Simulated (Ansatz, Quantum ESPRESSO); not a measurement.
# Charging silicene, 2 layers, AB stacking, part 2 of 5

How does the Fermi level of silicene, 2 layers, AB stacking move as charge is added against a counter-electrode?

Quantum ESPRESSO 7.5; plane-wave DFT, PBE, GBRV ultrasoft pseudopotentials; geometry by Ansatz 0.2.0 with PAW datasets.

So far: The structure; Relaxation with Ansatz.

**3. Self-consistent run: charge -0.0389 e**

ESM with bc3 puts vacuum below and a metal electrode at the cell's upper end, z = c/2, which holds the counter charge and sets the zero of potential. tot_charge counts missing electrons, so a negative value adds electrons. The energies and forces that the log prints for charged cells are not used here.

Level of this step: plane-wave DFT, PBE, GBRV ultrasoft pseudopotentials (Quantum ESPRESSO 7.5).

Input file q0.in:

```
&control
  prefix = 'q0'
  outdir = './out'
  pseudo_dir = './pseudo'
  calculation = 'scf'
  tprnfor = .true.
/
&system
  ibrav = 0
  nat = 4
  ntyp = 1
  ecutwfc = 40
  ecutrho = 200
  occupations = 'smearing'
  smearing = 'fd'
  degauss = 0.004
  assume_isolated = 'esm'
  esm_bc = 'bc3'
  tot_charge = -0.0389
/
&electrons
  conv_thr = 1e-08
  mixing_beta = 0.4
  electron_maxstep = 120
  mixing_mode = 'local-TF'
/
ATOMIC_SPECIES
  Si  28.0850  si_pbe_v1.uspp.F.UPF
CELL_PARAMETERS angstrom
  3.82131214020053 0.00000000000000 0.00000000000000
  -1.91065607010027 3.30935338920354 -0.00000000000000
  0.00000000000000 -0.00000000000000 20.20000000000000
ATOMIC_POSITIONS crystal
  Si  0.666666666667 0.333333333333 0.051775717675
  Si  0.333333333333 0.666666666667 0.080765119038
  Si  -0.000000000000 -0.000000000000 0.216264703575
  Si  0.666666666667 0.333333333333 0.245253985295
K_POINTS automatic
  24 24 1 0 0 0
```

Started as:

```console
$ OMP_NUM_THREADS=1 mpirun -n 4 pw.x -nk 4 -in q0.in > q0.out
```

Output:

```text
Program PWSCF v.7.5 starts
[citation notice left out]

     Parallel version (MPI & OpenMP), running on       4 processor cores
     Number of MPI processes:                 4
     Threads/MPI process:                     1

     MPI processes distributed on     1 nodes
[...]
Current dimensions of program PWSCF are:
     Max number of different atomic species (ntypx) = 10
     Max number of k-points (npk) =  40000
     Max angular momentum in pseudopotentials (lmaxx) =  4
     Message from routine setup:
     using ibrav=0 with symmetry is DISCOURAGED, use correct ibrav instead

     K-points division:     npool     =       4
     Subspace diagonalization in iterative solution of the eigenvalue problem:
     a serial algorithm will be used

     G-vector sticks info
     --------------------
     sticks:   dense  smooth     PW     G-vecs:    dense   smooth      PW
     Sum         721     583    163                82251    58995    9497

     Using Slab Decomposition

     bravais-lattice index     =            0
     lattice parameter (alat)  =       7.2212  a.u.
     unit-cell volume          =    1723.8665 (a.u.)^3
     number of atoms/cell      =            4
     number of atomic types    =            1
     number of electrons       =        16.04
     number of Kohn-Sham states=           12
     kinetic-energy cutoff     =      40.0000  Ry
     charge density cutoff     =     200.0000  Ry
     scf convergence threshold =      1.0E-08
     mixing beta               =       0.4000
     number of iterations used =            8  local-TF  mixing
     Exchange-correlation= SLA  PW   PBE  PBE
                           (   1   4   3   4   0   0   0)

     Effective Screening Medium Method
     =================================
     Boundary Conditions: Vacuum-Slab-Metal
     total charge in unit cell        =  -0.0389
     grid points for fit at edges     =        4

     celldm(1)=   7.221233  celldm(2)=   0.000000  celldm(3)=   0.000000
     celldm(4)=   0.000000  celldm(5)=   0.000000  celldm(6)=   0.000000

     crystal axes: (cart. coord. in units of alat)
               a(1) = (   1.000000   0.000000   0.000000 )
               a(2) = (  -0.500000   0.866025  -0.000000 )
               a(3) = (   0.000000  -0.000000   5.286142 )

     reciprocal axes: (cart. coord. in units 2 pi/alat)
               b(1) = (  1.000000  0.577350  0.000000 )
               b(2) = ( -0.000000  1.154701  0.000000 )
               b(3) = ( -0.000000  0.000000  0.189174 )

     PseudoPot. # 1 for Si read from file:
     ./pseudo/si_pbe_v1.uspp.F.UPF
     Pseudo is Ultrasoft + core correction, Zval =  4.0
     Generated by new atomic code, or converted to UPF format
     Using radial grid of  899 points,  6 beta functions with:
                l(1) =   0
                l(2) =   0
                l(3) =   1
                l(4) =   1
                l(5) =   2
                l(6) =   2
     Q(r) pseudized with  8 coefficients,  rinner =    0.900   0.900   0.900
                                                       0.900   0.900

     atomic species   valence    mass     pseudopotential
     Si                4.00    28.08500     Si( 1.00)

      6 Sym. Ops. (no inversion) found

   Cartesian axes

     site n.     atom                  positions (alat units)
         1        Si     tau(   1) = (   0.5000000   0.2886751   0.2736938  )
         2        Si     tau(   2) = (  -0.0000000   0.5773503   0.4269359  )
         3        Si     tau(   3) = (   0.0000000  -0.0000000   1.1432060  )
         4        Si     tau(   4) = (   0.5000000   0.2886751   1.2964475  )

     number of k points=    61  Fermi-Dirac smearing, width (Ry)=  0.0040
                       cart. coord. in units 2pi/alat
        k(    1) = (   0.0000000   0.0000000   0.0000000), wk =   0.0034722
        k(    2) = (   0.0000000   0.0481125   0.0000000), wk =   0.0208333
        k(    3) = (   0.0000000   0.0962250   0.0000000), wk =   0.0208333
        k(    4) = (   0.0000000   0.1443376   0.0000000), wk =   0.0208333
        k(    5) = (   0.0000000   0.1924501   0.0000000), wk =   0.0208333
        k(    6) = (   0.0000000   0.2405626   0.0000000), wk =   0.0208333
        k(    7) = (   0.0000000   0.2886751   0.0000000), wk =   0.0208333
        k(    8) = (   0.0000000   0.3367877   0.0000000), wk =   0.0208333
        k(    9) = (   0.0000000   0.3849002   0.0000000), wk =   0.0208333
        k(   10) = (   0.0000000   0.4330127   0.0000000), wk =   0.0208333
[...]
k(   61) = (   0.3333333   0.5773503   0.0000000), wk =   0.0069444

     Dense  grid:    82251 G-vectors     FFT dimensions: (  36,  36, 180)

     Smooth grid:    58995 G-vectors     FFT dimensions: (  30,  30, 160)

     Estimated max dynamical RAM per process >     144.33 MB

     Estimated total dynamical RAM >     517.07 MB

     Initial potential from superposition of free atoms

     starting charge      15.9973, renormalised to      16.0389

     negative rho (up, down):  7.031E-04 0.000E+00
     Starting wfcs are   16 randomized atomic wfcs

     total cpu time spent up to now is        1.2 secs

     per-process dynamical memory:    75.9 Mb

     Self-consistent Calculation

     iteration #  1     ecut=    40.00 Ry     beta= 0.40
     Davidson diagonalization with overlap
     ethr =  1.00E-02,  avg # of iterations =  5.5

     Threshold (ethr) on eigenvalues was too large:
     Diagonalizing with lowered threshold

     Davidson diagonalization with overlap
     ethr =  6.86E-04,  avg # of iterations =  6.1

     negative rho (up, down):  5.763E-04 0.000E+00

     total cpu time spent up to now is        7.4 secs

     total energy              =     -38.20565977 Ry
     estimated scf accuracy    <       0.17983664 Ry

     iteration #  2     ecut=    40.00 Ry     beta= 0.40
[...]
negative rho (up, down):  5.458E-04 0.000E+00

[...]
total energy              =     -38.18356379 Ry
     estimated scf accuracy    <       0.10362255 Ry

     iteration #  3     ecut=    40.00 Ry     beta= 0.40
[...]
negative rho (up, down):  2.621E-04 0.000E+00

[...]
total energy              =     -38.19055769 Ry
     estimated scf accuracy    <       0.00818094 Ry

     iteration #  4     ecut=    40.00 Ry     beta= 0.40
[...]
c_bands:  1 eigenvalues not converged
     c_bands:  1 eigenvalues not converged
     c_bands:  2 eigenvalues not converged
     c_bands:  2 eigenvalues not converged
[...]
iteration #  7     ecut=    40.00 Ry     beta= 0.40
[...]
c_bands:  1 eigenvalues not converged
     c_bands:  1 eigenvalues not converged
     c_bands:  1 eigenvalues not converged
     c_bands:  1 eigenvalues not converged
     c_bands:  2 eigenvalues not converged
[...]
negative rho (up, down):  5.103E-07 0.000E+00

[...]
total energy              =     -38.20835421 Ry
     estimated scf accuracy    <       0.00072619 Ry

     iteration #  8     ecut=    40.00 Ry     beta= 0.40
[...]
c_bands:  2 eigenvalues not converged
     c_bands:  4 eigenvalues not converged
     c_bands:  2 eigenvalues not converged
     c_bands:  1 eigenvalues not converged
     c_bands:  1 eigenvalues not converged
     c_bands:  1 eigenvalues not converged
     c_bands:  2 eigenvalues not converged
[...]
negative rho (up, down):  1.149E-05 0.000E+00

[...]
total energy              =     -38.20814536 Ry
     estimated scf accuracy    <       0.00071612 Ry

     iteration #  9     ecut=    40.00 Ry     beta= 0.40
[...]
c_bands:  1 eigenvalues not converged
     c_bands:  1 eigenvalues not converged
     c_bands:  1 eigenvalues not converged
[...]
negative rho (up, down):  2.135E-05 0.000E+00

[...]
total energy              =     -38.20796952 Ry
     estimated scf accuracy    <       0.00042853 Ry

     iteration # 10     ecut=    40.00 Ry     beta= 0.40
[...]
c_bands:  2 eigenvalues not converged
     c_bands:  1 eigenvalues not converged
     c_bands:  1 eigenvalues not converged
     c_bands:  3 eigenvalues not converged
     c_bands:  2 eigenvalues not converged
[...]
negative rho (up, down):  1.675E-04 0.000E+00

[...]
total energy              =     -38.20790629 Ry
     estimated scf accuracy    <       0.00064858 Ry

     iteration # 11     ecut=    40.00 Ry     beta= 0.40
[...]
c_bands:  1 eigenvalues not converged
[...]
negative rho (up, down):  4.161E-04 0.000E+00

[...]
total energy              =     -38.20793464 Ry
     estimated scf accuracy    <       0.00072882 Ry

     iteration # 12     ecut=    40.00 Ry     beta= 0.40
[...]
negative rho (up, down):  7.952E-04 0.000E+00

[...]
total energy              =     -38.20865088 Ry
     estimated scf accuracy    <       0.00049105 Ry

     iteration # 13     ecut=    40.00 Ry     beta= 0.40
[...]
c_bands:  1 eigenvalues not converged
[...]
negative rho (up, down):  1.114E-03 0.000E+00

[...]
total energy              =     -38.20844061 Ry
     estimated scf accuracy    <       0.00019926 Ry

     iteration # 14     ecut=    40.00 Ry     beta= 0.40
[...]
c_bands:  1 eigenvalues not converged
[...]
negative rho (up, down):  9.313E-04 0.000E+00

[...]
total energy              =     -38.20843530 Ry
     estimated scf accuracy    <       0.00003799 Ry

[...]
iteration # 17     ecut=    40.00 Ry     beta= 0.40
[...]
negative rho (up, down):  7.870E-04 0.000E+00

[...]
total energy              =     -38.20826330 Ry
     estimated scf accuracy    <       0.00000735 Ry

     iteration # 18     ecut=    40.00 Ry     beta= 0.40
[...]
negative rho (up, down):  8.393E-04 0.000E+00

[...]
total energy              =     -38.20829545 Ry
     estimated scf accuracy    <       0.00000136 Ry

     iteration # 19     ecut=    40.00 Ry     beta= 0.40
[...]
negative rho (up, down):  8.586E-04 0.000E+00

[...]
total energy              =     -38.20829984 Ry
     estimated scf accuracy    <       0.00000136 Ry

     iteration # 20     ecut=    40.00 Ry     beta= 0.40
[...]
negative rho (up, down):  8.910E-04 0.000E+00

[...]
total energy              =     -38.20827614 Ry
     estimated scf accuracy    <       0.00000022 Ry

     iteration # 21     ecut=    40.00 Ry     beta= 0.40
[...]
negative rho (up, down):  8.744E-04 0.000E+00

[...]
total energy              =     -38.20828067 Ry
     estimated scf accuracy    <       0.00000021 Ry

     iteration # 22     ecut=    40.00 Ry     beta= 0.40
[...]
negative rho (up, down):  8.741E-04 0.000E+00

[...]
total energy              =     -38.20828185 Ry
     estimated scf accuracy    <       0.00000015 Ry

     iteration # 23     ecut=    40.00 Ry     beta= 0.40
[...]
negative rho (up, down):  8.696E-04 0.000E+00

[...]
total energy              =     -38.20827883 Ry
     estimated scf accuracy    <       0.00000004 Ry

     iteration # 24     ecut=    40.00 Ry     beta= 0.40
[...]
negative rho (up, down):  8.590E-04 0.000E+00

[...]
End of self-consistent calculation

          k = 0.0000 0.0000 0.0000 (  7355 PWs)   bands (ev):

   -14.0210 -13.3288  -7.0273  -4.6019  -3.6097  -3.6097  -3.4848  -3.4848
    -0.5269  -0.4640  -0.0948   0.2878

          k = 0.0000 0.0481 0.0000 (  7395 PWs)   bands (ev):

   -13.9997 -13.3082  -7.0087  -4.6022  -3.8146  -3.6730  -3.6255  -3.5034
    -0.5061  -0.3332   0.0403   0.2534

          k = 0.0000 0.0962 0.0000 (  7383 PWs)   bands (ev):

   -13.9361 -13.2465  -6.9542  -4.6528  -4.2797  -3.9649  -3.8250  -3.5779
    -0.4773  -0.2330   0.2538   0.4267

          k = 0.0000 0.1443 0.0000 (  7379 PWs)   bands (ev):

   -13.8303 -13.1442  -6.8692  -5.0221  -4.7772  -4.1811  -4.0218  -3.7073
    -0.4816  -0.4143   0.2742   0.8335

          k = 0.0000 0.1925 0.0000 (  7371 PWs)   bands (ev):

   -13.6828 -13.0018  -6.7752  -5.6240  -5.3400  -4.2357  -4.1443  -3.8705
    -0.7512  -0.4371   0.1301   0.9518

          k = 0.0000 0.2406 0.0000 (  7371 PWs)   bands (ev):

   -13.4943 -12.8206  -6.7953  -6.1508  -5.9136  -4.4480  -4.0461  -4.0166
    -1.0511  -0.5208  -0.0361   0.9384

[...]
the Fermi energy is    -2.5531 ev

!    total energy              =     -38.20828022 Ry
     estimated scf accuracy    <          5.7E-09 Ry
     smearing contrib. (-TS)   =      -0.00033533 Ry
     internal energy E=F+TS    =     -38.20794489 Ry

     The total energy is F=E-TS. E is the sum of the following terms:
     one-electron contribution =   -1627.67313397 Ry
     hartree contribution      =     815.95289083 Ry
     xc contribution           =     -16.99903446 Ry
     ewald contribution        =     790.51133271 Ry

     convergence has been achieved in  24 iterations

     negative rho (up, down):  8.590E-04 0.000E+00

     Forces acting on atoms (cartesian axes, Ry/au):

     atom    1 type  1   force =     0.00000000    0.00000000   -0.00293874
     atom    2 type  1   force =     0.00000000    0.00000000   -0.00351389
     atom    3 type  1   force =     0.00000000    0.00000000    0.00317346
     atom    4 type  1   force =     0.00000000    0.00000000    0.00368466

     Total force =     0.006681     Total SCF correction =     0.000118

[...]
=------------------------------------------------------------------------------=
   JOB DONE.
=------------------------------------------------------------------------------=
[...]
```

The job ended after 86 s (4 MPI ranks of Arm Neoverse V2, shared host; peak memory 0.68 GiB).

This step gave:

```
Fermi energy                                                   : -2.553 eV
vacuum line at the lower end of the cell, over the Fermi level : 4.619 eV
slope of the potential above                                   : -0.5541 eV/Å
vacuum line at the upper end of the cell, over the Fermi level : 2.554 eV
```

Electrostatic potential energy of an electron; zero at the Fermi level. Table of potential energy, planar mean by z:

| z (Å) | potential energy, planar mean (eV) |
| --- | --- |
| -10.0 | 4.62 |
| -9.5 | 4.62 |
| -9.0 | 4.62 |
| -8.5 | 4.62 |
| -8.0 | 4.62 |
| -7.5 | 4.62 |
| -7.0 | 4.62 |
| -6.5 | 4.62 |
| -6.0 | 4.62 |
| -5.5 | 4.62 |
| -5.0 | 4.62 |
| -4.5 | 4.62 |
| -4.0 | 4.62 |
| -3.5 | 4.62 |
| -3.0 | 4.62 |
| -2.5 | 4.61 |
| -2.0 | 4.60 |
| -1.5 | 4.57 |
| -1.0 | 4.45 |
| -0.5 | 3.98 |
| 0.0 | 2.30 |
| 0.5 | -3.22 |
| 1.0 | -11.2 |
| 1.5 | -13.0 |
| 2.0 | -6.26 |
| 2.5 | 0.811 |
| 3.0 | 2.78 |
| 3.5 | 0.812 |
| 4.0 | -6.25 |
| 4.5 | -13.1 |
| 5.0 | -11.2 |
| 5.5 | -3.25 |
| 6.0 | 2.20 |
| 6.5 | 3.78 |
| 7.0 | 4.05 |
| 7.5 | 3.93 |
| 8.0 | 3.70 |
| 8.5 | 3.44 |
| 9.0 | 3.16 |
| 9.5 | 2.89 |

The run needed 24 iterations to bring the estimated error under 1e-08 Ry.

Inside the slab this potential holds the local part of the pseudopotentials, which can be repulsive at the nuclei; only its value in the vacuum has a meaning of its own.

Gauss's law asks for a slope of 180.95 q/A = -0.557 eV/Å in the gap; the run gives -0.554.

**4. Ground state: charge -0.0195 e**

The charge is stepped; where the run before has converged, its density is the start.

q1.in, as its differences from the input of step 3:

```diff
@@ -1,3 +1,3 @@
 &control
-  prefix = 'q0'
+  prefix = 'q1'
   outdir = './out'
@@ -18,3 +18,3 @@
   esm_bc = 'bc3'
-  tot_charge = -0.0389
+  tot_charge = -0.0195
 /
@@ -25,2 +25,3 @@
   mixing_mode = 'local-TF'
+  startingpot = 'file'
 /
```

Started as:

```console
$ cp -r out/q0.save out/q1.save
$ OMP_NUM_THREADS=1 mpirun -n 4 pw.x -nk 4 -in q1.in > q1.out
```

Output:

```text
[banner, memory and clock lines left out]
Program PWSCF v.7.5 starts
[...]
Message from routine setup:
[...]
number of electrons       =        16.02
     number of Kohn-Sham states=           12
     kinetic-energy cutoff     =      40.0000  Ry
     charge density cutoff     =     200.0000  Ry
[...]
number of k points=    61  Fermi-Dirac smearing, width (Ry)=  0.0040
[...]
Dense  grid:    82251 G-vectors     FFT dimensions: (  36,  36, 180)
[...]
The initial density is read from file :
[...]
negative rho (up, down):  8.580E-04 0.000E+00
     Starting wfcs are   16 randomized atomic wfcs
[...]
negative rho (up, down):  8.307E-04 0.000E+00
[...]
estimated scf accuracy    <       0.03239231 Ry
[...]
negative rho (up, down):  1.133E-03 0.000E+00
[...]
estimated scf accuracy    <       0.01728397 Ry
[...]
negative rho (up, down):  7.871E-04 0.000E+00
[...]
estimated scf accuracy    <       0.00104371 Ry
[...]
negative rho (up, down):  7.014E-04 0.000E+00
[...]
estimated scf accuracy    <       0.00239981 Ry
[...]
negative rho (up, down):  4.350E-04 0.000E+00
[...]
estimated scf accuracy    <       0.00093007 Ry
[...]
negative rho (up, down):  3.380E-04 0.000E+00
[...]
estimated scf accuracy    <       0.00023508 Ry
[...]
negative rho (up, down):  3.327E-04 0.000E+00
[...]
estimated scf accuracy    <       0.00006924 Ry
[...]
negative rho (up, down):  3.432E-04 0.000E+00
[...]
estimated scf accuracy    <       0.00015960 Ry
[...]
negative rho (up, down):  5.059E-04 0.000E+00
[...]
estimated scf accuracy    <       0.00013441 Ry
[...]
negative rho (up, down):  6.068E-04 0.000E+00
[...]
estimated scf accuracy    <       0.00010448 Ry
[...]
negative rho (up, down):  7.795E-04 0.000E+00
[...]
estimated scf accuracy    <       0.00004149 Ry
[...]
negative rho (up, down):  7.979E-04 0.000E+00
[...]
estimated scf accuracy    <       0.00000154 Ry
[...]
negative rho (up, down):  7.877E-04 0.000E+00
[...]
estimated scf accuracy    <       0.00000513 Ry
[...]
negative rho (up, down):  8.490E-04 0.000E+00
[...]
estimated scf accuracy    <       0.00000478 Ry
[...]
negative rho (up, down):  8.755E-04 0.000E+00
[...]
estimated scf accuracy    <       0.00000876 Ry
[...]
negative rho (up, down):  8.635E-04 0.000E+00
[...]
estimated scf accuracy    <       0.00001301 Ry
[...]
negative rho (up, down):  8.459E-04 0.000E+00
[...]
estimated scf accuracy    <       0.00001196 Ry
[...]
negative rho (up, down):  8.476E-04 0.000E+00
[...]
estimated scf accuracy    <       0.00001558 Ry
[...]
negative rho (up, down):  8.386E-04 0.000E+00
[...]
estimated scf accuracy    <       0.00000165 Ry
[...]
negative rho (up, down):  8.356E-04 0.000E+00
[...]
estimated scf accuracy    <       0.00000079 Ry
[...]
negative rho (up, down):  8.431E-04 0.000E+00
[...]
estimated scf accuracy    <       0.00000085 Ry
[...]
negative rho (up, down):  8.659E-04 0.000E+00
[...]
estimated scf accuracy    <       0.00000185 Ry
[...]
negative rho (up, down):  8.728E-04 0.000E+00
[...]
estimated scf accuracy    <       0.00000121 Ry
[...]
negative rho (up, down):  8.734E-04 0.000E+00
[...]
estimated scf accuracy    <       0.00000119 Ry
[...]
negative rho (up, down):  8.747E-04 0.000E+00
[...]
estimated scf accuracy    <       0.00000108 Ry
[...]
negative rho (up, down):  8.776E-04 0.000E+00
[...]
estimated scf accuracy    <       0.00000037 Ry
[...]
negative rho (up, down):  8.777E-04 0.000E+00
[...]
estimated scf accuracy    <       0.00000025 Ry
[...]
negative rho (up, down):  8.777E-04 0.000E+00
[...]
estimated scf accuracy    <       0.00000018 Ry
[...]
negative rho (up, down):  8.790E-04 0.000E+00
[...]
estimated scf accuracy    <       0.00000017 Ry
[...]
negative rho (up, down):  8.823E-04 0.000E+00
[...]
the Fermi energy is    -3.6059 ev
!    total energy              =     -38.20382008 Ry
     estimated scf accuracy    <          3.3E-09 Ry
     smearing contrib. (-TS)   =      -0.00034536 Ry
     internal energy E=F+TS    =     -38.20347472 Ry
[...]
one-electron contribution =   -1626.47959175 Ry
     hartree contribution      =     814.75543079 Ry
     xc contribution           =     -16.99064646 Ry
     ewald contribution        =     790.51133271 Ry
     convergence has been achieved in  30 iterations
     negative rho (up, down):  8.823E-04 0.000E+00
[...]
Total force =     0.006536     Total SCF correction =     0.000075
[...]
```

It took 1.8 min on 4 MPI ranks; peak memory 0.63 GiB.

This step gave:

* Fermi energy: -3.606 eV
* vacuum line at the lower end of the cell, over the Fermi level: 4.652 eV
* slope of the potential above: -0.2776 eV/Å
* vacuum line at the upper end of the cell, over the Fermi level: 3.607 eV

The electrode's potential over the Fermi level goes from 2.554 to 3.607 eV, the far face's from 4.619 to 4.652 eV.

(Continued in part 3 of 5.)

[Logs are printed without paths, hosts, clocks, repeated set-up lines and the standing remarks that a program may print on its own settings, such as how far it seeks lower states.]

[Hosts, paths, dates, database ids (printed as entryN), source tags and the programs' standing remarks are cut or masked in the printed files.]

[Maps of the electrostatic potential energy from Ansatz leave out the sawtooth potential of an applied field or a dipole correction, so their vacuum need not be flat; planar profiles and work functions include it.]
